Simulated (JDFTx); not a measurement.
# Cu (Fm-3m) in JDFTx: further runs

One crystal, Cu, is run at these levels: LDA; tasks: equation of state.

Everything below comes from runs of JDFTx 1.7.0 (patched build). Logs are shortened: lines on timing, memory, paths and dates and some standing lists are left out, and cuts for length are marked. The log counts tension as positive stress, the text compression.

### 1 The structure

It takes space group Fm-3m (No. 225, cubic). Conventional cell: a = 3.615 Å, b = 3.615 Å, c = 3.615 Å, α = 90.00°, β = 90.00°, γ = 90.00°. Around Cu (site symmetry m-3m) lie 12 Cu at 2.56 Å.

### 2 Equation of state, LDA, 11.10 Å³/atom (volume scaled by 0.94)

Contents of Cu.in:

```
lattice Face-Centered Cubic 6.6919053014
coords-type Lattice
ion Cu     0.0000000000     0.0000000000     0.0000000000 1

ion-species pseudo/Cu.upf
elec-cutoff 42
elec-ex-corr lda-PW
kpoint-folding 13 13 13
elec-smearing Fermi 0.0018374661
elec-n-bands 15
electronic-SCF nIterations 100 energyDiffThreshold 1e-09
electronic-minimize nIterations 30 energyDiffThreshold 1e-7
forces-output-coords Cartesian

dump-name run.$VAR
dump End Ecomponents EigStats BandEigs Kpoints Forces Stress ElecDensity Dtot KEdensity
```

Potentials or basis: PseudoDojo-SR-LDA-0.4.1-standard with smoothed tails.

Launch:

```bash
$ jdftx -c 1 -i Cu.in -o Cu.out
```

Standard output:

```text
*************** JDFTx 1.7.0 (patched build) ***************

[... 9 lines left out ...]
---------- Initializing the Grid ----------
R =
[            0      3.34595      3.34595  ]
[      3.34595            0      3.34595  ]
[      3.34595      3.34595            0  ]
unit cell volume = 74.9186
G =
[  -0.938923   0.938923   0.938923  ]
[   0.938923  -0.938923   0.938923  ]
[   0.938923   0.938923  -0.938923  ]
Minimum fftbox size, Smin = [  28  28  28  ]
Chosen fftbox size, S = [  28  28  28  ]

---------- Exchange Correlation functional ----------
Initalized Slater LDA exchange.
Initalized Perdew-Wang LDA correlation.

---------- Setting up pseudopotentials ----------
Width of ionic core gaussian charges (only for fluid interactions / plotting) set to 0

Reading pseudopotential file 'pseudo/Cu.upf':
  'Cu' pseudopotential, 'SLA  PW   NOGX NOGC' functional
  Generated using ONCVPSP code by D. R. Hamann
  19 valence electrons, 4 orbitals, 6 projectors, 1001 radial grid points, with lMax = 2
    3S    l: 0   occupation:  2.0   eigenvalue: -4.194949
    3P    l: 1   occupation:  6.0   eigenvalue: -2.647131
    3D    l: 2   occupation: 10.0   eigenvalue: -0.195667
    4S    l: 0   occupation:  1.0   eigenvalue: -0.178540
  Core radius for overlap checks: 1.70 bohrs.

Initialized 1 species with 1 total atoms.

Folded 1 k-points by 13x13x13 to 2197 k-points.

---------- Setting up k-points, bands, fillings ----------
Reduced to 84 k-points under symmetry.
Computing the number of bands and number of electrons
Calculating initial fillings.
nElectrons:  19.000000   nBands: 15   nStates: 84

----- Setting up reduced wavefunction bases (one per k-point) -----
average nbasis = 974.323 , ideal nbasis = 973.996

---------- Setting up ewald sum ----------
Optimum gaussian width for ewald sums = 1.705776 bohr.
Real space sum over 2197 unit cells with max indices [  6  6  6  ]
Reciprocal space sum over 2197 terms with max indices [  6  6  6  ]

---------- Allocating electronic variables ----------
Initializing wave functions:  linear combination of atomic orbitals
Note: number of bands (15) exceeds available atomic orbitals (10)
Cu pseudo-atom occupations:   s ( 2 1 )  p ( 6 )  d ( 10 )
	FillingsUpdate:  mu: +0.629823235  nElectrons: 19.000000
LCAOMinimize: Iter:   0  F: -185.4818744787616538  |grad|_K:  4.576e-03  alpha:  1.000e+00
	FillingsUpdate:  mu: +0.700342342  nElectrons: 19.000000
LCAOMinimize: Iter:   1  F: -185.5450526059145488  |grad|_K:  9.884e-04  alpha:  4.483e-01  linmin:  3.241e-01  cgtest: -1.122e+00
LCAOMinimize: 	Bad step direction: g.d > 0.
[... 11 lines of inner loops ...]
LCAOMinimize: Iter:   6  F: -185.5487584066156330  |grad|_K:  3.013e-08  alpha:  1.093e+00  linmin:  5.699e-02  cgtest: -1.258e-01
	FillingsUpdate:  mu: +0.681029437  nElectrons: 19.000000
LCAOMinimize: Iter:   7  F: -185.5487584066190152  |grad|_K:  1.268e-08  alpha:  4.150e-01  linmin:  1.525e-01  cgtest:  2.246e-01
LCAOMinimize: Converged (|Delta F|<1.000000e-06 for 2 iters).

-------- Electronic minimization -----------
Will mix electronic density at each iteration.
	FillingsUpdate:  mu: +0.681029437  nElectrons: 19.000000
	FillingsUpdate:  mu: +0.676511788  nElectrons: 19.000000
SCF: Cycle:  0   F: -185.558858837018050   dF: -1.010e-02   |Residual|: 5.691e-02   |deigs|: 3.919e-01
	FillingsUpdate:  mu: +0.684636499  nElectrons: 19.000000
SCF: Cycle:  1   F: -185.560443433351537   dF: -1.585e-03   |Residual|: 1.711e-02   |deigs|: 1.789e-02
	FillingsUpdate:  mu: +0.682058824  nElectrons: 19.000000
SCF: Cycle:  2   F: -185.560653783939443   dF: -2.104e-04   |Residual|: 6.719e-03   |deigs|: 4.519e-03
	FillingsUpdate:  mu: +0.682179990  nElectrons: 19.000000
SCF: Cycle:  3   F: -185.560658429148646   dF: -4.645e-06   |Residual|: 6.931e-04   |deigs|: 6.089e-04
	FillingsUpdate:  mu: +0.682118223  nElectrons: 19.000000
SCF: Cycle:  4   F: -185.560658572995067   dF: -1.438e-07   |Residual|: 2.683e-04   |deigs|: 3.152e-04
	FillingsUpdate:  mu: +0.682150807  nElectrons: 19.000000
SCF: Cycle:  5   F: -185.560658627617130   dF: -5.462e-08   |Residual|: 6.243e-05   |deigs|: 2.175e-04
	FillingsUpdate:  mu: +0.682145014  nElectrons: 19.000000
SCF: Cycle:  6   F: -185.560658633030442   dF: -5.413e-09   |Residual|: 1.244e-05   |deigs|: 1.196e-04
	FillingsUpdate:  mu: +0.682142205  nElectrons: 19.000000
SCF: Cycle:  7   F: -185.560658633506421   dF: -4.760e-10   |Residual|: 1.351e-05   |deigs|: 7.748e-05
	FillingsUpdate:  mu: +0.682144065  nElectrons: 19.000000
SCF: Cycle:  8   F: -185.560658633771340   dF: -2.649e-10   |Residual|: 4.639e-06   |deigs|: 1.392e-04
SCF: Converged (|Delta E|<1.000000e-09 for 2 iters).

Setting wave functions to eigenvectors of Hamiltonian

# Stress tensor in Cartesian coordinates [Eh/a0^3]:
[  0.000199019            0            0  ]
[            0  0.000199019            0  ]
[            0            0  0.000199019  ]

# Ionic positions in lattice coordinates:
ion Cu   0.000000000000000   0.000000000000000   0.000000000000000 1

# Forces in Cartesian coordinates:
force Cu  -0.000000000000000   0.000000000000000  -0.000000000000000 1

# Energy components:
   Eewald =     -123.6669628609968612
       EH =       54.6350726662419248
     Eloc =     -150.6722460960259014
      Enl =      -33.5336038511725434
      Exc =      -23.0441370612246672
 Exc_core =        3.9016562949163252
       KE =       86.8196604199166870
-------------------------------------
     Etot =     -185.5605604883450326
       TS =        0.0000981454263156
-------------------------------------
        F =     -185.5606586337713395

IonicMinimize: Iter:   0  F: -185.560658633771340  |grad|_K:  0.000e+00
IonicMinimize: Converged (|grad|_K<1.000000e-04).

#--- Lowdin population analysis ---
# oxidation-state Cu +0.166

Dumping 'run.eigStats' ...
	eMin: -3.438026 at state 0 ( [ +0.000000 +0.000000 +0.000000 ] spin 0 )
	HOMO: +0.675643 at state 32 ( [ +0.000000 +0.230769 +0.461538 ] spin 0 )
	mu  : +0.682144
	LUMO: +0.682387 at state 39 ( [ +0.000000 +0.307692 +0.461538 ] spin 0 )
	eMax: +1.936554 at state 42 ( [ +0.000000 +0.307692 -0.307692 ] spin 0 )
	HOMO-LUMO gap: +0.006744
	Optical gap  : +0.065063 at state 39 ( [ +0.000000 +0.307692 +0.461538 ] spin 0 )
Done!
[note: the HOMO, LUMO and gaps printed at the end count levels as full or empty at half filling, so they show a gap where a level is partly filled]
```

Run time: 37 s. Hardware: 1 thread of Arm Neoverse V2, shared host; peak memory 0.07 GiB.

What came out:

- Free energy: -5049.3628 eV
- Band gap on the k mesh: none (metal or under the smearing width)

Caveat: the cutoff is too short for stress, so the log's stress isn't used.

### 3 Equation of state, LDA, 11.34 Å³/atom (volume scaled by 0.96)

Cu.in: that of step 2 with these lines changed.

```diff
@@ -1,2 +1,2 @@
-lattice Face-Centered Cubic 6.6919053014
+lattice Face-Centered Cubic 6.7390329476
 coords-type Lattice
@@ -15,2 +15,2 @@
 dump-name run.$VAR
-dump End Ecomponents EigStats BandEigs Kpoints Forces Stress ElecDensity Dtot KEdensity
+dump End Ecomponents EigStats BandEigs Kpoints Forces Stress
```

Potentials or basis: PseudoDojo-SR-LDA-0.4.1-standard with smoothed tails.

Launch:

```bash
$ jdftx -c 1 -i Cu.in -o Cu.out
```

Run time: 36 s. Hardware: 1 thread of Arm Neoverse V2, shared host; peak memory 0.08 GiB.

It converged, with:

| Quantity | Value |
| --- | --- |
| Free energy | -5049.3543 eV |
| Band gap on the k mesh | none (metal or under the smearing width) |

Caveat: the cutoff is too short for stress, so the log's stress isn't used.

### 4 Equation of state, LDA, 11.57 Å³/atom (volume scaled by 0.98)

Cu.in: that of step 3 with these lines changed.

```diff
@@ -1,2 +1,2 @@
-lattice Face-Centered Cubic 6.7390329476
+lattice Face-Centered Cubic 6.7855105058
 coords-type Lattice
```

Launch:

```bash
$ jdftx -c 1 -i Cu.in -o Cu.out
```

Wall time 35 s (1 thread of Arm Neoverse V2, shared host); peak memory 0.08 GiB.

The run converged. Its results:

| Property | Result |
| --- | --- |
| Free energy | -5049.3411 eV |
| Band gap on the k mesh | none (metal or under the smearing width) |

Caveat: the cutoff is too short for stress, so the log's stress isn't used.

### 5 Equation of state, LDA, 11.81 Å³/atom

Cu.in: that of step 4 with these lines changed.

```diff
@@ -1,2 +1,2 @@
-lattice Face-Centered Cubic 6.7855105058
+lattice Face-Centered Cubic 6.8313599405
 coords-type Lattice
```

Launch:

```bash
$ jdftx -c 1 -i Cu.in -o Cu.out
```

Wall time 35 s (1 thread of Arm Neoverse V2, shared host); peak memory 0.08 GiB.

It converged, with:

```yaml
Free_energy: -5049.3238 eV
Band_gap_on_the_k_mesh: none (metal or under the smearing width)
```

Caveat: the cutoff is too short for stress, so the log's stress isn't used.

### 6 Equation of state, LDA, 12.05 Å³/atom (volume scaled by 1.02)

Cu.in: that of step 5 with these lines changed.

```diff
@@ -1,2 +1,2 @@
-lattice Face-Centered Cubic 6.8313599405
+lattice Face-Centered Cubic 6.8766020532
 coords-type Lattice
```

Potentials or basis: PseudoDojo-SR-LDA-0.4.1-standard with smoothed tails.

Launch:

```bash
$ jdftx -c 1 -i Cu.in -o Cu.out
```

Run time: 35 s. Hardware: 1 thread of Arm Neoverse V2, shared host; peak memory 0.08 GiB.

The run converged. Its results:

```yaml
Free_energy: -5049.3027 eV
Band_gap_on_the_k_mesh: none (metal or under the smearing width)
```

Caveat: the cutoff is too short for stress, so the log's stress isn't used.

### 7 Equation of state, LDA, 12.28 Å³/atom (volume scaled by 1.04)

Cu.in: that of step 6 with these lines changed.

```diff
@@ -1,2 +1,2 @@
-lattice Face-Centered Cubic 6.8766020532
+lattice Face-Centered Cubic 6.9212565646
 coords-type Lattice
```

Launch:

```bash
$ jdftx -c 1 -i Cu.in -o Cu.out
```

Wall time 35 s (1 thread of Arm Neoverse V2, shared host); peak memory 0.08 GiB.

It converged, with:

* Free energy: -5049.2785 eV
* Band gap on the k mesh: none (metal or under the smearing width)

Caveat: the cutoff is too short for stress, so the log's stress isn't used.

### 8 Equation of state, LDA, 12.52 Å³/atom (volume scaled by 1.06)

Cu.in: that of step 7 with these lines changed.

```diff
@@ -1,2 +1,2 @@
-lattice Face-Centered Cubic 6.9212565646
+lattice Face-Centered Cubic 6.9653421898
 coords-type Lattice
```

Launch:

```bash
$ jdftx -c 1 -i Cu.in -o Cu.out
```

Run time: 37 s. Hardware: 1 thread of Arm Neoverse V2, shared host; peak memory 0.08 GiB.

It converged, with:

```
Free energy            : -5049.2514 eV
Band gap on the k mesh : none (metal or under the smearing width)
```

Caveat: the cutoff is too short for stress, so the log's stress isn't used.

### 9 Equation of state, LDA

Potentials or basis: PseudoDojo-SR-LDA-0.4.1-standard with smoothed tails.

No new run: the results of the series are fitted here.

Results:

```yaml
Equilibrium_volume: "10.86 Å³/atom (rough: see the caveat)"
Bulk_modulus: 191 GPa (rough)
```

Energy against volume, from the lowest point:
| volume (Å³/atom) | energy (meV/atom) |
| --- | --- |
| 11.102 | 0.00 |
| 11.338 | 8.49 |
| 11.574 | 21.63 |
| 11.810 | 38.99 |
| 12.047 | 60.04 |
| 12.283 | 84.30 |
| 12.519 | 111.38 |

Caveat: the minimum lies outside the volumes run.

### 10 The reference run

An earlier run on the cell as given: functional PBEsol; potentials or basis PseudoDojo-SR-PBEsol-0.4.1-standard with smoothed tails; cutoff 1252 eV; density cutoff 5007 eV; k mesh 13 × 13 × 13; occupations fermi-dirac, width 0.05 eV; no spin polarisation.

- Pressure: -6.9 GPa
- Band gap on the k mesh: none (metal or under the smearing width)
